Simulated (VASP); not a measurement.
# ZrB2 (P6/mmm) in VASP: notebook

The runs below take ZrB2 through electric field gradients, with r2SCAN.

Everything below comes from runs of VASP 6.6.1. Logs are shortened: lines on timing, memory, paths and dates and some standing lists are left out, and cuts for length are marked.

**1. Starting point**

It takes space group P6/mmm (No. 191, hexagonal). Conventional cell: a = 3.168 Å, b = 3.168 Å, c = 3.552 Å, α = 90.00°, β = 90.00°, γ = 120.00°. Zr (site symmetry 6/mmm) has 12 B at 2.55 Å as nearest neighbours. B (site symmetry -6m2) is surrounded by 3 B at 1.83 Å.

The cell is a database's computed one.

**2. Electric field gradients, r2SCAN**

File POSCAR:

```
ZrB2
1.0
    3.1675246616      0.0000000000      0.0000000000
   -1.5837623308      2.7431568240      0.0000000000
    0.0000000000      0.0000000000      3.5523880600
Zr B
1 2
Direct
    0.0000000000      0.0000000000      0.0000000000
    0.3333333333      0.6666666667      0.5000000000
    0.6666666667      0.3333333333      0.5000000000
```

File INCAR.step1:

```
ALGO = Normal ; EDIFF = 1E-4
ENCUT = 520 ; GGA = PE
ISMEAR = -1 ; LASPH = T
LCHARG = F ; LREAL = F
LWAVE = T ; NBANDS = 16
NELM = 100 ; PREC = Accurate
SIGMA = 0.08
```

File INCAR.step2:

```
ALGO = Normal ; EDIFF = 1E-8
ENCUT = 520 ; ISIF = 2
ISMEAR = -1 ; ISTART = 1
LASPH = T ; LCHARG = F
LEFG = T ; LMIXTAU = T
LREAL = F ; LWAVE = F
METAGGA = R2SCAN ; NBANDS = 16
NELM = 100 ; PREC = Accurate
SIGMA = 0.08
```

File KPOINTS:

```
k-points
0
Gamma
  15 15 12
```

Potentials or basis: VASP PAW PBE potentials, release 64 (Zr_sv, B).

The run is started by

```sh
> cat potpaw_PBE.64/Zr_sv/POTCAR potpaw_PBE.64/B/POTCAR > POTCAR
> cp INCAR.step1 INCAR
> mpirun -np 1 vasp_std > vasp.out
> cp INCAR.step2 INCAR
> mpirun -np 1 vasp_std > vasp.out
```

OUTCAR:

```text
EDIFF = 1E-8
   ENCUT = 520
   ISIF = 2
   ISMEAR = -1
   ISTART = 1
   LASPH = T
   LREAL = F
   METAGGA = R2SCAN
   NELM = 100
   PREC = Accurate

 ion  position               nearest neighbor table
   1  0.000  0.000  0.000-   2 2.55   3 2.55   2 2.55   3 2.55   2 2.55   2 2.55   3 2.55   3 2.55
                             3 2.55   3 2.55   2 2.55   2 2.55
   2  0.333  0.667  0.500-   3 1.83   3 1.83   3 1.83   1 2.55   1 2.55   1 2.55   1 2.55   1 2.55
                             1 2.55
   3  0.667  0.333  0.500-   2 1.83   2 1.83   2 1.83   1 2.55   1 2.55   1 2.55   1 2.55   1 2.55
                             1 2.55

  LATTYP: Found a hexagonal cell.
 ALAT       =     3.1675246616
 C/A-ratio  =     1.1215028893

  Lattice vectors:

 A1 = (   3.1675246616,   0.0000000000,   0.0000000000)
 A2 = (  -1.5837623308,   2.7431568240,   0.0000000000)
 A3 = (   0.0000000000,   0.0000000000,   3.5523880600)

Analysis of symmetry for initial positions (statically):
=====================================================================
 Subroutine PRICEL returns:
 Original cell was already a primitive cell.

 Routine SETGRP: Setting up the symmetry group for a
 hexagonal supercell.

 Subroutine GETGRP returns: Found 24 space group operations
 (whereof 24 operations were pure point group operations)
 out of a pool of 24 trial point group operations.

The static configuration has the point symmetry D_6h.

Analysis of symmetry for dynamics (positions and initial velocities):
=====================================================================
 Subroutine PRICEL returns:
 Original cell was already a primitive cell.

 Routine SETGRP: Setting up the symmetry group for a
 hexagonal supercell.

 Subroutine GETGRP returns: Found 24 space group operations
 (whereof 24 operations were pure point group operations)
 out of a pool of 24 trial point group operations.

The dynamic configuration has the point symmetry D_6h.

 Subroutine INISYM returns: Found 24 space group operations
 (whereof 24 operations are pure point group operations),
 and found     1 'primitive' translations

----------------------------------------------------------------------------------------

                                     Primitive cell

  volume of cell :      30.8668

  direct lattice vectors                    reciprocal lattice vectors
     3.167524662  0.000000000  0.000000000     0.315703935  0.182271752  0.000000000
    -1.583762331  2.743156824  0.000000000     0.000000000  0.364543504  0.000000000
     0.000000000  0.000000000  3.552388060     0.000000000  0.000000000  0.281500777

  length of vectors
     3.167524662  3.167524662  3.552388060     0.364543504  0.364543504  0.281500777

  position of ions in fractional coordinates (direct lattice)
     0.000000000  0.000000000  0.000000000
     0.333333333  0.666666667  0.500000000
     0.666666667  0.333333333  0.500000000

  ion indices of the primitive-cell ions
   primitive index   ion index
                 1           1
                 2           2
                 3           3

----------------------------------------------------------------------------------------

 KPOINTS: k-points

Automatic generation of k-mesh.
 Grid dimensions read from file:
 generate k-points for:   15   15   12

 Generating k-lattice:

  Cartesian coordinates                     Fractional coordinates (reciprocal lattice)
     0.021046929  0.012151450  0.000000000     0.066666667  0.000000000  0.000000000
     0.000000000  0.024302900  0.000000000     0.000000000  0.066666667  0.000000000
     0.000000000  0.000000000  0.023458398     0.000000000  0.000000000  0.083333333

  Length of vectors
     0.024302900  0.024302900  0.023458398

  Shift w.r.t. Gamma in fractional coordinates (k-lattice)
     0.000000000  0.000000000  0.000000000

 Subroutine IBZKPT returns following result:
 ===========================================

 Found    189 irreducible k-points:

 Following reciprocal coordinates:
            Coordinates               Weight
  0.000000  0.000000  0.000000      1.000000
  0.066667  0.000000  0.000000      6.000000
  0.133333  0.000000  0.000000      6.000000
  0.200000  0.000000  0.000000      6.000000
  0.266667  0.000000  0.000000      6.000000
  0.333333  0.000000  0.000000      6.000000
[... 16 lines left out ...]
  0.333333  0.200000  0.000000     12.000000
  0.400000  0.200000  0.000000      6.000000
 [... further k-points ...]
   k-points           NKPTS =    189   k-points in BZ     NKDIM =    189   number of bands    NBANDS=     16
   number of dos      NEDOS =    301   number of ions     NIONS =      3
   total plane-waves  NPLWV =  16128
   dimension x,y,z NGX =    24 NGY =   24 NGZ =   28
   dimension x,y,z NGXF=    48 NGYF=   48 NGZF=   56
   ions per type =               1   2
   NGX,Y,Z   is equivalent  to a cutoff of  12.60, 12.60, 13.10 a.u.
   NGXF,Y,Z  is equivalent  to a cutoff of  25.19, 25.19, 26.21 a.u.
 SYSTEM =  unknown system
   PREC   = accura    normal or accurate (medium, high low for compatibility)
   ISTART =      1    job   : 0-new  1-cont  2-samecut
   ICHARG =      0    charge: 1-file 2-atom 10-const
   ISPIN  =      1    spin polarized calculation?
   LNONCOLLINEAR =      F non collinear calculations
   LSORBIT =      F    spin-orbit coupling
   LASPH  =      T    aspherical Exc in radial PAW
   ENCUT  =  520.0 eV  38.22 Ry    6.18 a.u.   5.89  5.89  6.61*2*pi/ulx,y,z
   NELM   =    100;   NELMIN=  2; NELMDL=  0     # of ELM steps
   EDIFF  = 0.1E-07   stopping-criterion for ELM
   LREAL  =      F    real-space projection
   EDIFFG = 0.1E-06   stopping-criterion for IOM
   NSW    =      0    number of steps for IOM
   IBRION =     -1    ionic relax: 0-MD 1-quasi-New 2-CG
   NFREE  =      0    steps in history (QN), initial steepest desc. (CG)
   ISIF   =      2    stress and relaxation
   ISYM   =      2    0-nonsym 1-usesym 2-fastsym
   POTIM  = 0.5000    time-step for ionic-motion
   TEBEG  =    0.0;   TEEND  =   0.0 temperature during run
   PSTRESS=    0.0 pullay stress
   NELECT =      18.0000    total number of electrons
   NUPDOWN=      -1.0000    fix difference up-down
   EMIN   =  10.00;   EMAX   =-10.00  energy-range for DOS
   EFERMI =   0.00;   METHOD = LEGACY
   ISMEAR =    -1;   SIGMA  =   0.08  broadening in eV -4-tet -1-fermi 0-gaus
   EFERMI_NEDOS =   21; number of points for ismear=-14 and -15
   IALGO  =     38    algorithm
   IMIX   =      4    mixing-type and parameters
     AMIX     =   0.40;   BMIX     =  1.00
     AMIX_MAG =   1.60;   BMIX_MAG =  1.00
  volume/ion in A,a.u.               =      10.29        69.43
  Fermi-wavevector in a.u.,A,eV,Ry     =   1.367735  2.584645 25.452408  1.870699
  Thomas-Fermi vector in A             =   2.493761
   LORBIT       =      0    0 simple, 1 ext, 2 COOP (PROOUT), +10 PAW based schemes
   METAGGA = R2SCAN    functional components
   LHFCALC =     F    Hartree Fock is set to
   AEXX    =    0.0000 exact exchange contribution
   IVDW    =     0    specifies the selected vdW correction
   LEPSILON=     F    determine dielectric tensor
   LRPA    =     F    only Hartree local field effects (RPA)
 non-spin polarized calculation
  energy-cutoff  :      520.00
  volume of cell :       30.87
 maximum number of plane-waves:       852
 NGX is ok and might be reduce to    24
   NGX = 11   NGY = 11   NGZ = 13

 number of electron      18.0000000 magnetization

 Free energy of the ion-electron system (eV)
  ---------------------------------------------------
  ext. energy  EPLUGINS =         0.00000000
  ---------------------------------------------------
  free energy    TOTEN  =       -40.64005070 eV

  energy without entropy =      -40.63510264  energy(sigma->0) =      -40.63757667

 E-fermi :  10.6008     XC(G=0): -13.3529

 val. band max:       10.5979750877   @ k =   0.0667   0.0667   0.4167
 cond. band min:      10.6485086280   @ k =   0.1333   0.1333   0.2500
 fundamental gap:      0.0505335404
 Fermi energy:        10.6008383192

 k-point     1 :       0.0000    0.0000    0.0000
  band No.  band energies     occupation
      1     -39.8287      2.00000
      2     -17.3257      2.00000
      3     -16.7435      2.00000
      4     -16.7435      2.00000
      5      -3.0276      2.00000
      6       7.8674      2.00000
[... 8 lines left out ...]
     15      15.9732      0.00000
     16      15.9732      0.00000

 k-point     2 :       0.0667    0.0000    0.0000
  band No.  band energies     occupation
      1     -39.8234      2.00000
      2     -17.3178      2.00000
      3     -16.7896      2.00000
      4     -16.7533      2.00000
      5      -2.9331      2.00000
      6       7.5679      2.00000
[... 8 lines left out ...]
     15      16.4134      0.00000
     16      16.6568      0.00000

 k-point     3 :       0.1333    0.0000    0.0000
  band No.  band energies     occupation
      1     -39.8082      2.00000
      2     -17.2953      2.00000
      3     -16.9180      2.00000
      4     -16.7809      2.00000
      5      -2.6563      2.00000
      6       6.8148      2.00000
[... 8 lines left out ...]
     15      17.1376      0.00000
     16      17.8854      0.00000

 k-point     4 :       0.2000    0.0000    0.0000
  band No.  band energies     occupation
      1     -39.7857      2.00000
      2     -17.2619      2.00000
      3     -17.1024      2.00000
      4     -16.8213      2.00000
      5      -2.2157      2.00000
      6       5.8440      2.00000
[... 8 lines left out ...]
     15      17.7627      0.00000
     16      18.6022      0.00000
[... 324 lines left out ...]
 k-point    22 :       0.2667    0.2000    0.0000
  band No.  band energies     occupation
      1     -39.7104      2.00000
      2     -17.5413      2.00000
      3     -17.1498      2.00000
      4     -17.1051      2.00000
      5      -0.0303      2.00000
      6       3.4127      2.00000
[... 8 lines left out ...]
     15      18.8010      0.00000
     16      20.8053      0.00000

 k-point    23 :       0.3333    0.2000    0.0000
  band No.  band energies     occupation
      1     -39.6978      2.00000
      2     -17.5959      2.00000
      3     -17.1674      2.00000
      4     -17.1310      2.00000
      5       0.7941      2.00000
      6       2.5762      2.00000
[... 8 lines left out ...]
     15      19.8796      0.00000
     16      20.8533      0.00000

 k-point    24 :       0.4000    0.2000    0.0000
  band No.  band energies     occupation
      1     -39.6934      2.00000
      2     -17.6143      2.00000
      3     -17.1902      2.00000
      4     -17.1243      2.00000
      5       1.6568      2.00000
      6       1.7002      2.00000
[... 8 lines left out ...]
     15      20.4090      0.00000
     16      20.5739      0.00000

 [... further k-points ...]
[... 5 lines left out ...]
  --------------------------------------------------------------------------------------
  -------------------------------------------------------------------------------------
  Total        0.0042455      0.0042455     -0.0085798      0.0000000     -0.0000000      0.0000000
  in kB        0.2203688      0.2203688     -0.4453473      0.0000000     -0.0000000      0.0000000
  external PRESSURE =      -0.0015366 kB  Pullay stress =       0.0000000 kB

 VOLUME and BASIS-vectors are now :
 -----------------------------------------------------------------------------
  energy-cutoff  :      520.00
  volume of cell :       30.87
      direct lattice vectors                 reciprocal lattice vectors
     3.167524662  0.000000000  0.000000000     0.315703935  0.182271752  0.000000000
    -1.583762331  2.743156824  0.000000000     0.000000000  0.364543504  0.000000000
     0.000000000  0.000000000  3.552388060     0.000000000  0.000000000  0.281500777

 POSITION                                       TOTAL-FORCE (eV/Angst)
 -----------------------------------------------------------------------------------
      0.00000      0.00000      0.00000        -0.000000      0.000000      0.000000
     -0.00000      1.82877      1.77619         0.000000     -0.000000      0.000000
      1.58376      0.91439      1.77619        -0.000000      0.000000      0.000000
 -----------------------------------------------------------------------------------
    total drift:                               -0.000000      0.000000     -0.000000

  FREE ENERGIE OF THE ION-ELECTRON SYSTEM (eV)
  ---------------------------------------------------
  free  energy   TOTEN  =       -40.6400507031 eV

  energy  without entropy=      -40.6351026390  energy(sigma->0) =      -40.63757667

 Electric field gradients (V/A^2)
---------------------------------------------------------------------
 ion       V_xx      V_yy      V_zz      V_xy      V_xz      V_yz
---------------------------------------------------------------------
   1     -19.310   -19.311    38.621    -0.000     0.000     0.000
   2      -1.051    -1.051     2.101    -0.000     0.000    -0.000
   3      -1.051    -1.051     2.101    -0.000    -0.000    -0.000
---------------------------------------------------------------------

 Electric field gradients after diagonalization (V/A^2)
 (convention: |V_zz| > |V_xx| > |V_yy|)
----------------------------------------------------------------------
 ion       V_xx      V_yy      V_zz     asymmetry (V_yy - V_xx)/ V_zz
----------------------------------------------------------------------
   1     -19.311   -19.310    38.621       0.000
   2      -1.051    -1.051     2.101       0.000
   3      -1.051    -1.051     2.101       0.000
----------------------------------------------------------------------

           NMR quadrupolar parameters

 Cq : quadrupolar parameter    Cq=e*Q*V_zz/h
 eta: asymmetry parameters     (V_yy - V_xx)/ V_zz
 Q  : nuclear electric quadrupole moment in mb (millibarn)
----------------------------------------------------------------------
 ion       Cq(MHz)       eta       Q (mb)
----------------------------------------------------------------------
   1       0.093       0.000       1.000
   2       0.005       0.000       1.000
   3       0.005       0.000       1.000
----------------------------------------------------------------------
```

Wall time 2.9 min (1 thread of Intel Xeon 6975P-C (Granite Rapids), shared host); peak memory 0.22 GiB.

What came out:

* Free energy: -40.6401 eV
* Pressure: 0.0 GPa
* Band gap on the k mesh: none (metal or under the smearing width)

Electric field gradients, principal values (V/Å²):
| atom | Vxx | Vyy | Vzz |
| --- | --- | --- | --- |
| 1 Zr | -19.310 | -19.311 | 38.621 |
| 2 B | -1.051 | -1.051 | 2.101 |
| 3 B | -1.051 | -1.051 | 2.101 |

Caveat: the PAW data sets were made with another functional, which shifts forces and pressure a little.

(Part 1 of 2 ends here.)
